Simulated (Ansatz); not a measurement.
The system is Ti.

```
Ti
1.0
     2.95000    0.00000    0.00000
    -1.47500    2.55477    0.00000
     0.00000    0.00000    4.68000
Ti
2
Cartesian
  1.4750 0.8516 3.5100
  0.0000 1.7032 1.1700
```

Base run:

```yaml
Program: Ansatz 0.2.0
Functional: SVWN5
Potentials_or_basis: Ansatz PAW
Cutoff: "420 eV (not typed: the program's choice for these potentials)"
k_mesh: 10 × 10 × 6
Occupations: fermi-dirac, width 0.05 eV
Spin: no spin polarisation
```

Its results: band gap on the k mesh none (metal or under the smearing width); pressure -9.9 GPa.

Task: The run is repeated on the same cell with these changes: functional from SVWN5 to rPW86-PBE. What comes out?

Result: Band gap on the k mesh none (metal or under the smearing width); pressure 0.7 GPa.

Caveats: the PAW data sets come from PBE, with cores solved anew for the run's functional, which leaves a small shift of forces and pressure.
